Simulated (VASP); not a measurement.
# HfN (Fm-3m) in VASP: notebook, part 2 of 2

VASP 6.6.1. Earlier steps stand in the parts before.

**3. Optical spectrum, LDA**

Input file INCAR:

```
SYSTEM = HfN
ALGO = Normal
CSHIFT = 0.05
EDIFF = 1E-7
ENCUT = 520
GGA = CA
ISIF = 2
ISMEAR = -1
LASPH = .TRUE.
LCHARG = .FALSE.
LOPTICS = .TRUE.
LREAL = .FALSE.
LWAVE = .FALSE.
NBANDS = 40
NEDOS = 2000
NELM = 80
PREC = Accurate
SIGMA = 0.05
```

Input file KPOINTS:

```
k-points
0
G
  20 20 20
  0 0 0
```

Input file POSCAR:

```
HfN
1.0
    0.0000000000      2.2625000000      2.2625000000
    2.2625000000      0.0000000000      2.2625000000
    2.2625000000      2.2625000000      0.0000000000
Hf N
1 1
Direct
    0.0000000000      0.0000000000      0.0000000000
    0.5000000000      0.5000000000      0.5000000000
```

Potentials or basis: VASP PAW LDA potentials, release 64 (Hf_pv, N).

Run with:

```console
$ cat potpaw_LDA.64/Hf_pv/POTCAR potpaw_LDA.64/N/POTCAR > POTCAR
$ mpirun -np 1 vasp_std > vasp.out
```

OUTCAR:

```text
SYSTEM = HfN
   EDIFF = 1E-7
   ENCUT = 520
   GGA = CA
   ISIF = 2
   ISMEAR = -1
   LASPH = .TRUE.
   LREAL = .FALSE.
   NELM = 80
   PREC = Accurate

 ion  position               nearest neighbor table
   1  0.000  0.000  0.000-   2 2.26   2 2.26   2 2.26   2 2.26   2 2.26   2 2.26
   2  0.500  0.500  0.500-   1 2.26   1 2.26   1 2.26   1 2.26   1 2.26   1 2.26

  LATTYP: Found a face centered cubic cell.
 ALAT       =     4.5250000000

  Lattice vectors:

 A1 = (   0.0000000000,   2.2625000000,   2.2625000000)
 A2 = (   2.2625000000,   0.0000000000,   2.2625000000)
 A3 = (   2.2625000000,   2.2625000000,   0.0000000000)

Analysis of symmetry for initial positions (statically):
=====================================================================
 Subroutine PRICEL returns:
 Original cell was already a primitive cell.

 Routine SETGRP: Setting up the symmetry group for a
 face centered cubic supercell.

 Subroutine GETGRP returns: Found 48 space group operations
 (whereof 48 operations were pure point group operations)
 out of a pool of 48 trial point group operations.

[... 722 lines left out ...]
      0.00000      0.00000      0.00000         0.000000     -0.000000      0.000000
      2.26250      2.26250      2.26250        -0.000000      0.000000     -0.000000
 -----------------------------------------------------------------------------------
    total drift:                                0.000000     -0.000000     -0.000000

  FREE ENERGIE OF THE ION-ELECTRON SYSTEM (eV)
  ---------------------------------------------------
  free  energy   TOTEN  =       -23.8357710930 eV

  energy  without entropy=      -23.8301926257  energy(sigma->0) =      -23.83298186

 electrical conductivity sigma (Mega S m-1) (frequency dependency in vasprun.xml)
  --------------------------------------------------------------------------------------
       0.193      -0.000       0.000
      -0.000       0.193       0.000
      -0.000      -0.000       0.193

  frequency dependent IMAGINARY DIELECTRIC FUNCTION (independent particle, no local field effects) density-density
     E(ev)      X         Y         Z        XY        YZ        ZX
  --------------------------------------------------------------------------------------------------------------
     0.00000     0.00014     0.00014     0.00014    -0.00000     0.00000    -0.00000
     1.12737     1.31684     1.31684     1.31684     0.00000     0.00000    -0.00000
     2.25473     0.82207     0.82207     0.82207     0.00000    -0.00000     0.00000
     3.38210     1.21991     1.21991     1.21991     0.00000    -0.00000     0.00000
     4.50946     1.52245     1.52245     1.52245     0.00000    -0.00000     0.00000
     5.63683     7.44015     7.44015     7.44015    -0.00000    -0.00000    -0.00000
[... 92 lines left out ...]
   110.48186     0.00000     0.00000     0.00000    -0.00000     0.00000    -0.00000
   111.60923     0.00000     0.00000     0.00000    -0.00000     0.00000    -0.00000

  frequency dependent      REAL DIELECTRIC FUNCTION (independent particle, no local field effects) density-density
     E(ev)        X           Y           Z          XY          YZ          ZX
  --------------------------------------------------------------------------------------------------------------
     0.00000   348.14563   348.14563   348.14563     0.00000     0.00000     0.00000
     1.12737     1.77359     1.77359     1.77359    -0.00000    -0.00000     0.00000
     2.25473     5.92653     5.92653     5.92653    -0.00000    -0.00000     0.00000
     3.38210     7.34981     7.34981     7.34981    -0.00000    -0.00000     0.00000
     4.50946     8.26116     8.26116     8.26116    -0.00000    -0.00000    -0.00000
     5.63683     7.12068     7.12068     7.12068    -0.00000     0.00000    -0.00000
[... 92 lines left out ...]
   110.48186     0.91395     0.91395     0.91395     0.00000     0.00000     0.00000
   111.60923     0.91589     0.91589     0.91589     0.00000     0.00000     0.00000

  frequency dependent IMAGINARY DIELECTRIC FUNCTION (independent particle, no local field effects) current-current
     E(ev)      X         Y         Z        XY        YZ        ZX
  --------------------------------------------------------------------------------------------------------------
     0.00000   315.67574   315.67574   315.67574    -0.00000    -0.00000     0.00000
     1.12737     1.35423     1.35423     1.35423    -0.00000    -0.00000    -0.00000
     2.25473     0.83702     0.83702     0.83702    -0.00000     0.00000    -0.00000
     3.38210     1.25191     1.25191     1.25191    -0.00000     0.00000     0.00000
     4.50946     1.52024     1.52024     1.52024    -0.00000    -0.00000     0.00000
     5.63683     7.38763     7.38763     7.38763    -0.00000    -0.00000    -0.00000
[... 92 lines left out ...]
   110.48186    -0.00000    -0.00000    -0.00000     0.00000     0.00000     0.00000
   111.60923    -0.00000    -0.00000    -0.00000     0.00000     0.00000     0.00000

  frequency dependent      REAL DIELECTRIC FUNCTION (independent particle, no local field effects) current-current
     E(ev)        X           Y           Z          XY          YZ          ZX
  --------------------------------------------------------------------------------------------------------------
     0.00000   -31.82745   -31.82745   -31.82745     0.00000     0.00000    -0.00000
     1.12737     4.77037     4.77037     4.77037     0.00000     0.00000    -0.00000
     2.25473     6.65739     6.65739     6.65739     0.00000     0.00000    -0.00000
     3.38210     7.65594     7.65594     7.65594     0.00000     0.00000    -0.00000
     4.50946     8.43048     8.43048     8.43048     0.00000     0.00000    -0.00000
     5.63683     7.10147     7.10147     7.10147    -0.00000    -0.00000     0.00000
[... 92 lines left out ...]
   110.48186     0.91427     0.91427     0.91427     0.00000     0.00000     0.00000
   111.60923     0.91620     0.91620     0.91620     0.00000     0.00000     0.00000
```

OSZICAR:

```text
N       E                     dE             d eps       ncg     rms          rms(c)
DAV:   1     0.708535162213E+02    0.70854E+02   -0.53441E+03 20512   0.351E+02
DAV:   2    -0.241827675602E+02   -0.95036E+02   -0.88212E+02 24656   0.140E+02
DAV:   3    -0.268184672447E+02   -0.26357E+01   -0.26163E+01 24616   0.189E+01
DAV:   4    -0.268205088551E+02   -0.20416E-02   -0.20416E-02 22912   0.538E-01
DAV:   5    -0.268205098080E+02   -0.95289E-06   -0.95313E-06 24408   0.122E-02    0.497E+01
DAV:   6    -0.240268511814E+02    0.27937E+01   -0.31912E+00 23048   0.766E+00    0.463E+01
DAV:   7    -0.238819076020E+02    0.14494E+00   -0.12892E-01 23064   0.141E+00    0.270E+01
DAV:   8    -0.238375238018E+02    0.44384E-01   -0.51258E-02 23512   0.992E-01    0.113E+00
DAV:   9    -0.238359168798E+02    0.16069E-02   -0.12089E-03 23112   0.185E-01    0.482E-01
DAV:  10    -0.238357749456E+02    0.14193E-03   -0.38867E-04 23904   0.842E-02    0.119E-01
DAV:  11    -0.238357708236E+02    0.41220E-05   -0.10236E-05 23088   0.134E-02    0.426E-02
DAV:  12    -0.238357710998E+02   -0.27622E-06   -0.34932E-07 24208   0.265E-03    0.130E-03
DAV:  13    -0.238357710930E+02    0.68048E-08   -0.13894E-08 14384   0.531E-04
   1 F= -.23835771E+02 E0= -.23832982E+02  d E =-.557847E-02
 imaginary and real dielectric function
```

stdout:

```text
POSCAR found type information on POSCAR HfN
 POSCAR found :  2 types and       2 ions
 scaLAPACK will be used
 LDA part: xc-table for (Slater(with rela. corr.)+CA(PZ))
 , standard interpolation
 POSCAR, INCAR and KPOINTS ok, starting setup
 FFT: planning ... GRIDC
 FFT: planning ... GRID_SOFT
 FFT: planning ... GRID
 WAVECAR not read
 entering main loop
 optical routines
 imaginary and real dielectric function
 recalculating local potential from charge density
 direction            1
 direction            2
 direction            3
```

Wall time 80 s (1 thread of Intel Xeon Platinum 8488C (Sapphire Rapids), shared host); peak memory 0.41 GiB.

Results:

```
Free energy            : -23.8358 eV
Pressure               : -11.8 GPa
Band gap on the k mesh : none (metal or under the smearing width)
```

Dielectric function (mean over the directions given):
```csv
energy (eV),real part,imaginary part
0.28,-55.55,67.18
0.73,-4.95,0.51
1.24,2.45,1.74
1.75,4.45,0.08
2.25,5.93,0.82
2.76,6.55,1.01
3.27,7.05,0.44
3.78,7.50,1.23
4.28,7.87,2.70
4.79,9.30,2.50
5.30,9.15,6.66
5.81,7.62,6.15
6.31,6.53,8.31
6.82,4.84,7.54
7.33,3.74,9.27
7.84,3.19,6.85
8.34,2.57,7.98
8.85,1.88,6.53
9.36,1.26,7.00
9.86,1.09,6.29
10.32,0.00,6.00
10.82,-0.28,6.97
11.33,-2.03,5.63
11.84,-3.30,4.48
12.34,-2.88,1.99
12.85,-1.57,1.59
13.36,-1.02,2.12
13.87,-0.99,1.86
14.37,-0.71,1.22
14.88,-0.57,1.33
15.39,-0.03,1.12
15.90,-0.10,1.30
16.40,-0.25,1.39
16.91,-0.23,1.24
17.42,0.09,0.71
17.93,0.24,0.84
18.43,0.43,0.82
18.94,0.79,1.08
19.45,0.18,1.47
19.95,0.20,0.95
```

Caveat: independent-particle spectra lack excitons; the intraband (Drude) part of a metal's response may be missing.

**4. Optical spectrum, PBEsol**

INCAR, as its differences from that of step 3:

```diff
@@ -5,3 +5,3 @@
 ENCUT = 520
-GGA = CA
+GGA = PS
 ISIF = 2
```

KPOINTS is that of step 3.

POSCAR is that of step 3.

Potentials or basis: VASP PAW PBE potentials, release 64 (Hf_pv, N).

Run with:

```console
$ cat potpaw_PBE.64/Hf_pv/POTCAR potpaw_PBE.64/N/POTCAR > POTCAR
$ mpirun -np 1 vasp_std > vasp.out
```

OUTCAR:

```text
SYSTEM = HfN
   EDIFF = 1E-7
   ENCUT = 520
   GGA = PS
   ISIF = 2
   ISMEAR = -1
   LASPH = .TRUE.
   LREAL = .FALSE.
   NELM = 80
   PREC = Accurate

 ion  position               nearest neighbor table
[... 872 lines left out ...]
     2.25977     5.82087     5.82087     5.82087     0.00000    -0.00000     0.00000
     3.38966     7.40777     7.40777     7.40777     0.00000    -0.00000     0.00000
     4.51954     8.05419     8.05419     8.05419     0.00000     0.00000    -0.00000
     5.64943     7.09911     7.09911     7.09911    -0.00000    -0.00000    -0.00000
[... 92 lines left out ...]
   110.72874     0.91421     0.91421     0.91421     0.00000     0.00000     0.00000
   111.85863     0.91615     0.91615     0.91615     0.00000     0.00000     0.00000

  frequency dependent IMAGINARY DIELECTRIC FUNCTION (independent particle, no local field effects) current-current
     E(ev)      X         Y         Z        XY        YZ        ZX
  --------------------------------------------------------------------------------------------------------------
     0.00000   369.91125   369.91125   369.91125     0.00000    -0.00000     0.00000
     1.12989     1.53993     1.53993     1.53993     0.00000    -0.00000     0.00000
     2.25977     0.96151     0.96151     0.96151     0.00000    -0.00000     0.00000
     3.38966     1.08733     1.08733     1.08733    -0.00000    -0.00000     0.00000
     4.51954     1.78821     1.78821     1.78821    -0.00000    -0.00000     0.00000
     5.64943     7.33089     7.33089     7.33089    -0.00000    -0.00000     0.00000
[... 92 lines left out ...]
   110.72874    -0.00000    -0.00000    -0.00000     0.00000     0.00000    -0.00000
   111.85863    -0.00000    -0.00000    -0.00000     0.00000     0.00000    -0.00000

  frequency dependent      REAL DIELECTRIC FUNCTION (independent particle, no local field effects) current-current
     E(ev)        X           Y           Z          XY          YZ          ZX
  --------------------------------------------------------------------------------------------------------------
     0.00000   -41.93938   -41.93938   -41.93938    -0.00000     0.00000    -0.00000
     1.12989     4.58608     4.58608     4.58608     0.00000     0.00000     0.00000
     2.25977     6.47921     6.47921     6.47921    -0.00000     0.00000    -0.00000
     3.38966     7.69154     7.69154     7.69154    -0.00000     0.00000    -0.00000
     4.51954     8.19899     8.19899     8.19899    -0.00000     0.00000     0.00000
     5.64943     7.07195     7.07195     7.07195     0.00000     0.00000     0.00000
[... 92 lines left out ...]
   110.72874     0.91450     0.91450     0.91450     0.00000    -0.00000     0.00000
   111.85863     0.91643     0.91643     0.91643     0.00000    -0.00000     0.00000
```

Run time: 93 s. Hardware: 1 thread of Intel Xeon Platinum 8488C (Sapphire Rapids), shared host; peak memory 0.43 GiB.

What came out:

```
Free energy            : -22.9843 eV
Pressure               : -6.4 GPa
Band gap on the k mesh : none (metal or under the smearing width)
```

Dielectric function (mean over the directions given):
| energy (eV) | real part | imaginary part |
| --- | --- | --- |
| 0.28 | -50.07 | 72.80 |
| 1.30 | 2.63 | 2.06 |
| 2.32 | 5.83 | 0.94 |
| 3.39 | 7.41 | 1.06 |
| 4.41 | 7.81 | 2.24 |
| 5.42 | 8.81 | 6.66 |
| 6.50 | 5.10 | 8.80 |
| 7.51 | 3.31 | 6.85 |
| 8.53 | 2.30 | 7.60 |
| 9.60 | 0.70 | 6.73 |
| 10.62 | -0.71 | 5.99 |
| 11.69 | -2.56 | 5.10 |
| 12.71 | -1.81 | 2.15 |
| 13.73 | -1.00 | 1.86 |
| 14.80 | -0.52 | 1.42 |
| 15.82 | -0.18 | 1.42 |
| 16.84 | -0.09 | 1.11 |
| 17.91 | 0.19 | 0.77 |
| 18.93 | 0.79 | 1.21 |
| 20.00 | 0.17 | 0.92 |

Caveat: independent-particle spectra lack excitons; the intraband (Drude) part of a metal's response may be missing; the PAW data sets were made with another functional, which shifts forces and pressure a little. Spin-orbit coupling is left out, which matters for the levels of Hf.

**5. Summary**

```tsv
level	potentials or basis	k mesh	gap on the mesh (eV)	pressure (GPa)
PBE	VASP PAW PBE potentials, release 64 (Hf_pv, N)	28 × 28 × 28	none	1.7
LDA	VASP PAW LDA potentials, release 64 (Hf_pv, N)	20 × 20 × 20	none	-11.8
PBEsol	VASP PAW PBE potentials, release 64 (Hf_pv, N)	20 × 20 × 20	none	-6.4
```

Alike in all rows: task optical spectrum; no spin polarisation; cell as given; cutoff (eV) 520; smearing fermi-dirac 0.05 eV.

Caveats: independent-particle spectra lack excitons; the intraband (Drude) part of a metal's response may be missing; the PAW data sets were made with another functional, which shifts forces and pressure a little (some runs).

Absolute energies hang on the potentials; compare differences alone.
